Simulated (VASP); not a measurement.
# AlFe (Pm-3m) in VASP: a series of runs

Runs on AlFe. Level: LDA. Tasks: relaxation of cell and atoms, electrostatic potential.

Program: VASP 6.6.1. These are calculated values, not measurements. Logs are shortened: lines on timing, memory, paths and dates and some standing lists are left out, and cuts for length are marked.

### Step 1. Starting point

It takes space group Pm-3m (No. 221, cubic). Conventional cell: a = 2.840 Å, b = 2.840 Å, c = 2.840 Å, α = 90.00°, β = 90.00°, γ = 90.00°. Around Fe (site symmetry m-3m) lie 8 Al at 2.46 Å. Al (site symmetry m-3m) is surrounded by 8 Fe at 2.46 Å.

The cell was built by a generator and needn't be a form met in nature.

### Step 2. Relaxation of cell and atoms, LDA

The input, INCAR:

```
SYSTEM = AlFe
PREC     = Accurate       ! precision mode
ENCUT    = 600            ! plane-wave cutoff, eV
EDIFF    = 1E-6           ! SCF threshold, eV
ISMEAR   = 1              ! smearing method
SIGMA    = 0.1            ! smearing width, eV
LREAL    = .False.        ! projectors in reciprocal space
LASPH    = .True.         ! aspherical terms in the spheres
NELM     = 120            ! most SCF steps
ALGO     = Fast           ! electronic algorithm
ISIF     = 3              ! what is computed and relaxed
LWAVE    = .False.        ! write WAVECAR
LCHARG   = .False.        ! write CHGCAR
IBRION   = 2              ! ionic algorithm
NSW      = 40             ! ionic steps
EDIFFG   = -0.005         ! ionic threshold
```

The input, KPOINTS:

```
Automatic mesh
0
Gamma
  14 14 14
  0 0 0
```

The input, POSCAR:

```
AlFe
1.0
    2.8400000000      0.0000000000      0.0000000000
    0.0000000000      2.8400000000      0.0000000000
    0.0000000000      0.0000000000      2.8400000000
Fe Al
1 1
Direct
    0.0000000000      0.0000000000      0.0000000000
    0.5000000000      0.5000000000      0.5000000000
```

Potentials or basis: VASP PAW LDA potentials, release 64 (Fe, Al).

Run with:

```sh
> cat potpaw_LDA.64/Fe/POTCAR potpaw_LDA.64/Al/POTCAR > POTCAR
> mpirun -np 1 vasp_std > vasp.out
```

OUTCAR:

```text
SYSTEM = AlFe
   PREC = Accurate
   ENCUT = 600
   EDIFF = 1E-6
   ISMEAR = 1
   LREAL = .False.
   LASPH = .True.
   NELM = 120
   ISIF = 3
   IBRION = 2
   NSW = 40
   EDIFFG = -0.005

 ion  position               nearest neighbor table
   1  0.000  0.000  0.000-   2 2.46   2 2.46   2 2.46   2 2.46   2 2.46   2 2.46   2 2.46   2 2.46

   2  0.500  0.500  0.500-   1 2.46   1 2.46   1 2.46   1 2.46   1 2.46   1 2.46   1 2.46   1 2.46

  LATTYP: Found a simple cubic cell.
 ALAT       =     2.8400000000

  Lattice vectors:

 A1 = (   2.8400000000,   0.0000000000,   0.0000000000)
 A2 = (   0.0000000000,   2.8400000000,   0.0000000000)
 A3 = (   0.0000000000,   0.0000000000,   2.8400000000)

Analysis of symmetry for initial positions (statically):
=====================================================================
 Subroutine PRICEL returns:
 Original cell was already a primitive cell.

 Routine SETGRP: Setting up the symmetry group for a
 simple cubic supercell.

 Subroutine GETGRP returns: Found 48 space group operations
 (whereof 48 operations were pure point group operations)
 out of a pool of 48 trial point group operations.

The static configuration has the point symmetry O_h .

Analysis of symmetry for dynamics (positions and initial velocities):
=====================================================================
 Subroutine PRICEL returns:
 Original cell was already a primitive cell.

 Routine SETGRP: Setting up the symmetry group for a
 simple cubic supercell.

 Subroutine GETGRP returns: Found 48 space group operations
 (whereof 48 operations were pure point group operations)
 out of a pool of 48 trial point group operations.

The dynamic configuration has the point symmetry O_h .

 Subroutine INISYM returns: Found 48 space group operations
 (whereof 48 operations are pure point group operations),
 and found     1 'primitive' translations

----------------------------------------------------------------------------------------

                                     Primitive cell

  volume of cell :      22.9063

  direct lattice vectors                    reciprocal lattice vectors
     2.840000000  0.000000000  0.000000000     0.352112676  0.000000000  0.000000000
     0.000000000  2.840000000  0.000000000     0.000000000  0.352112676  0.000000000
     0.000000000  0.000000000  2.840000000     0.000000000  0.000000000  0.352112676

  length of vectors
     2.840000000  2.840000000  2.840000000     0.352112676  0.352112676  0.352112676

  position of ions in fractional coordinates (direct lattice)
     0.000000000  0.000000000  0.000000000
     0.500000000  0.500000000  0.500000000

  ion indices of the primitive-cell ions
   primitive index   ion index
                 1           1
                 2           2

----------------------------------------------------------------------------------------

 KPOINTS: Automatic mesh

Automatic generation of k-mesh.
 Grid dimensions read from file:
 generate k-points for:   14   14   14

 Generating k-lattice:

  Cartesian coordinates                     Fractional coordinates (reciprocal lattice)
     0.025150905  0.000000000  0.000000000     0.071428571  0.000000000  0.000000000
     0.000000000  0.025150905  0.000000000     0.000000000  0.071428571  0.000000000
     0.000000000  0.000000000  0.025150905     0.000000000  0.000000000  0.071428571

  Length of vectors
     0.025150905  0.025150905  0.025150905

  Shift w.r.t. Gamma in fractional coordinates (k-lattice)
     0.000000000  0.000000000  0.000000000

 Subroutine IBZKPT returns following result:
 ===========================================

 Found    120 irreducible k-points:

 Following reciprocal coordinates:
            Coordinates               Weight
  0.000000  0.000000  0.000000      1.000000
  0.071429  0.000000  0.000000      6.000000
  0.142857  0.000000  0.000000      6.000000
  0.214286  0.000000  0.000000      6.000000
  0.285714  0.000000  0.000000      6.000000
  0.357143  0.000000  0.000000      6.000000
[... 16 lines left out ...]
  0.285714  0.214286  0.000000     24.000000
  0.357143  0.214286  0.000000     24.000000
 [... further k-points ...]
   k-points           NKPTS =    120   k-points in BZ     NKDIM =    120   number of bands    NBANDS=      9
   number of dos      NEDOS =    301   number of ions     NIONS =      2
   total plane-waves  NPLWV =  13824
   dimension x,y,z NGX =    24 NGY =   24 NGZ =   24
   dimension x,y,z NGXF=    48 NGYF=   48 NGZF=   48
   ions per type =               1   1
   NGX,Y,Z   is equivalent  to a cutoff of  14.05, 14.05, 14.05 a.u.
   NGXF,Y,Z  is equivalent  to a cutoff of  28.10, 28.10, 28.10 a.u.
 SYSTEM =  AlFe
   PREC   = accura    normal or accurate (medium, high low for compatibility)
   ISTART =      0    job   : 0-new  1-cont  2-samecut
   ICHARG =      2    charge: 1-file 2-atom 10-const
   ISPIN  =      1    spin polarized calculation?
   LNONCOLLINEAR =      F non collinear calculations
   LSORBIT =      F    spin-orbit coupling
   LASPH  =      T    aspherical Exc in radial PAW
   ENCUT  =  600.0 eV  44.10 Ry    6.64 a.u.   5.67  5.67  5.67*2*pi/ulx,y,z
   NELM   =    120;   NELMIN=  2; NELMDL= -5     # of ELM steps
   EDIFF  = 0.1E-05   stopping-criterion for ELM
   LREAL  =      F    real-space projection
   EDIFFG = -.5E-02   stopping-criterion for IOM
   NSW    =     40    number of steps for IOM
   IBRION =      2    ionic relax: 0-MD 1-quasi-New 2-CG
   NFREE  =      1    steps in history (QN), initial steepest desc. (CG)
   ISIF   =      3    stress and relaxation
   ISYM   =      2    0-nonsym 1-usesym 2-fastsym
   POTIM  = 0.5000    time-step for ionic-motion
   TEBEG  =    0.0;   TEEND  =   0.0 temperature during run
   PSTRESS=    0.0 pullay stress
   NELECT =      11.0000    total number of electrons
   NUPDOWN=      -1.0000    fix difference up-down
   EMIN   =  10.00;   EMAX   =-10.00  energy-range for DOS
   EFERMI =   0.00;   METHOD = LEGACY
   ISMEAR =     1;   SIGMA  =   0.10  broadening in eV -4-tet -1-fermi 0-gaus
   EFERMI_NEDOS =   21; number of points for ismear=-14 and -15
   IALGO  =     68    algorithm
   IMIX   =      4    mixing-type and parameters
     AMIX     =   0.40;   BMIX     =  1.00
     AMIX_MAG =   1.60;   BMIX_MAG =  1.00
  volume/ion in A,a.u.               =      11.45        77.29
  Fermi-wavevector in a.u.,A,eV,Ry     =   1.281998  2.422625 22.361436  1.643519
  Thomas-Fermi vector in A             =   2.414335
   LORBIT       =      0    0 simple, 1 ext, 2 COOP (PROOUT), +10 PAW based schemes
   GGA     = CA    functional components
   LHFCALC =     F    Hartree Fock is set to
   AEXX    =    0.0000 exact exchange contribution
   IVDW    =     0    specifies the selected vdW correction
   LEPSILON=     F    determine dielectric tensor
   LRPA    =     F    only Hartree local field effects (RPA)
 conjugate gradient relaxation of ions
 non-spin polarized calculation
 RMM-DIIS sequential band-by-band and
 Methfessel and Paxton  Order N= 1 SIGMA  =   0.10
  energy-cutoff  :      600.00
  volume of cell :       22.91
 maximum number of plane-waves:       784
 NGX is ok and might be reduce to    24
   NGX = 11   NGY = 11   NGZ = 11

--------------------------------------- Ionic step        1  -------------------------------------------

 number of electron      11.0000005 magnetization

 Free energy of the ion-electron system (eV)
  ---------------------------------------------------
  ext. energy  EPLUGINS =         0.00000000
  ---------------------------------------------------
  free energy    TOTEN  =       -14.29987165 eV

  energy without entropy =      -14.30050353  energy(sigma->0) =      -14.30008227

------------------------ aborting loop because EDIFF is reached ----------------------------------------

  FORCE on cell =-STRESS in cart. coord.  units (eV):
  Direction    XX          YY          ZZ          XY          YZ          ZX
  --------------------------------------------------------------------------------------
  -------------------------------------------------------------------------------------
  Total       -0.7897113     -0.7897113     -0.7897113      0.0000000     -0.0000000     -0.0000000
  in kB      -55.2362122    -55.2362122    -55.2362122      0.0000000     -0.0000000     -0.0000000
  external PRESSURE =     -55.2362122 kB  Pullay stress =       0.0000000 kB
[... 57 lines left out ...]
  energy  without entropy=      -14.2998339829  energy(sigma->0) =      -14.29943177

--------------------------------------- Ionic step        3  -------------------------------------------

 number of electron      11.0000006 magnetization

 Free energy of the ion-electron system (eV)
  ---------------------------------------------------
  ext. energy  EPLUGINS =         0.00000000
  ---------------------------------------------------
  free energy    TOTEN  =       -14.31160563 eV

  energy without entropy =      -14.31223209  energy(sigma->0) =      -14.31181445

 E-fermi :   8.3509     XC(G=0): -12.6870

 val. band max:        8.3465716124   @ k =   0.5000   0.3571   0.1429
 cond. band min:       8.3512229740   @ k =   0.2857   0.1429   0.0714
 fundamental gap:      0.0046513616
 Fermi energy:         8.3508729818

 k-point     1 :       0.0000    0.0000    0.0000
  band No.  band energies     occupation
      1      -2.2163      2.00000
      2       5.9073      2.00000
      3       5.9073      2.00000
      4       8.5506     -0.01615
      5       8.5506     -0.01615
      6       8.5506     -0.01614
      7      15.2390      0.00000
      8      15.2390      0.00000
      9      15.2390      0.00000
[... 265 lines left out ...]
 k-point    24 :       0.3571    0.2143    0.0000
  band No.  band energies     occupation
      1       0.9510      2.00000
      2       4.8510      2.00000
      3       6.4659      2.00000
      4       7.2857      2.00000
      5       7.7245      2.00000
      6       8.2458      2.05927
      7      10.1999     -0.00000
      8      14.0556      0.00000
      9      17.8003      0.00000

 [... further k-points ...]

------------------------ aborting loop because EDIFF is reached ----------------------------------------

  FORCE on cell =-STRESS in cart. coord.  units (eV):
  Direction    XX          YY          ZZ          XY          YZ          ZX
  --------------------------------------------------------------------------------------
  -------------------------------------------------------------------------------------
  Total       -0.0064175     -0.0064175     -0.0064175      0.0000000      0.0000000      0.0000000
  in kB       -0.4618605     -0.4618605     -0.4618605      0.0000000      0.0000000      0.0000000
  external PRESSURE =      -0.4618605 kB  Pullay stress =       0.0000000 kB
[... 17 lines left out ...]
  FREE ENERGIE OF THE ION-ELECTRON SYSTEM (eV)
  ---------------------------------------------------
  free  energy   TOTEN  =       -14.3116056322 eV

  energy  without entropy=      -14.3122320932  energy(sigma->0) =      -14.31181445

 reached required accuracy - stopping structural energy minimisation
```

Wall time 42 s (1 thread of Intel Xeon Platinum 8259CL at 2.50GHz (Skylake/Cascade Lake), shared host); peak memory 0.16 GiB.

What came out:

```
Free energy                            : -14.3116 eV
Relaxed volume                         : 11.13 Å³/atom
Relaxed cell                           : a = 2.813 Å, b = 2.813 Å, c = 2.813 Å, α = 90.00°, β = 90.00°, γ = 90.00°
Space group after relaxing (to 0.05 Å) : Pm-3m (No. 221)
Energy gained by relaxing              : 5.9 meV/atom
Ionic steps                            : 3
Pressure after relaxing                : 0.0 GPa
Band gap on the k mesh                 : none (metal or under the smearing width)
```

Step by step:
| step | energy change (eV) | largest force (eV/Å) | pressure (GPa) | volume (Å³) |
| --- | --- | --- | --- | --- |
| 1 | 0.0000 | 0.0000 | -5.52 | 22.91 |
| 2 | 0.0006 | 0.0000 | 6.20 | 21.62 |
| 3 | -0.0117 | 0.0000 | -0.05 | 22.26 |

Final structure:
```yaml
crystal:
  lattice:
    - [2.81312, 0.00000, 0.00000]
    - [0.00000, 2.81312, 0.00000]
    - [0.00000, 0.00000, 2.81312]
  atoms:
    - { symbol: Fe, position: [0.00000, 0.00000, 0.00000] }
    - { symbol: Al, position: [0.50000, 0.50000, 0.50000] }
```

### Step 3. Electrostatic potential, LDA

This run uses another cell than the first one, of 11.13 Å³/atom, 0.972 times its volume.

The input, INCAR:

```
ALGO     = Fast           # electronic algorithm
EDIFF    = 1E-6           # SCF threshold, eV
ENCUT    = 520            # plane-wave cutoff, eV
ISIF     = 2              # what is computed and relaxed
ISMEAR   = 1              # smearing method
LASPH    = T              # aspherical terms in the spheres
LCHARG   = T              # write CHGCAR
LREAL    = F              # projectors in reciprocal space
LVHAR    = T            
LWAVE    = F              # write WAVECAR
NELM     = 120            # most SCF steps
PREC     = Accurate       # precision mode
SIGMA    = 0.1            # smearing width, eV
```

The input, KPOINTS:

```
k-points
0
Gamma
  14 14 14
```

The input, POSCAR:

```
AlFe                                    
1.0
    2.8131157764      0.0000000000     -0.0000000000
    0.0000000000      2.8131157764      0.0000000000
    0.0000000000     -0.0000000000      2.8131157764
  Fe              Al            
     1     1
Direct
     0.0000000000000000    0.0000000000000000    0.0000000000000000
     0.5000000000000000    0.5000000000000000    0.5000000000000000
```

Potentials or basis: VASP PAW LDA potentials, release 64 (Fe, Al).

Run with:

```sh
> cat potpaw_LDA.64/Fe/POTCAR potpaw_LDA.64/Al/POTCAR > POTCAR
> mpirun -np 1 vasp_std > vasp.out
```

Wall time 18 s (1 thread of Intel Xeon Platinum 8259CL at 2.50GHz (Skylake/Cascade Lake), shared host); peak memory 0.15 GiB.

Results (log left out):

```
Free energy            : -14.3115 eV
Pressure               : 0.7 GPa
Band gap on the k mesh : none (metal or under the smearing width)
```

Levels at points of the mesh, in eV from the Fermi level:
| k point | band 3 | band 4 | band 5 | band 6 | band 7 | band 8 | band 9 |
| --- | --- | --- | --- | --- | --- | --- | --- |
| (0.00, 0.00, 0.00) | -2.44 | 0.20 | 0.20 | 0.20 | 6.89 | 6.89 | 6.89 |
| (0.50, 0.00, 0.00) | -1.73 | -0.89 | -0.89 | 0.34 | 1.39 | 9.02 | 11.65 |
| (0.50, 0.50, 0.00) | -1.97 | -1.97 | -0.63 | -0.63 | 0.90 | 3.84 | 4.95 |
| (0.50, 0.50, 0.50) | -3.49 | 0.94 | 0.94 | 3.28 | 3.28 | 3.28 | 4.94 |

Spin polarisation is off, so any magnetic state and its effect on volume and gap are missing.
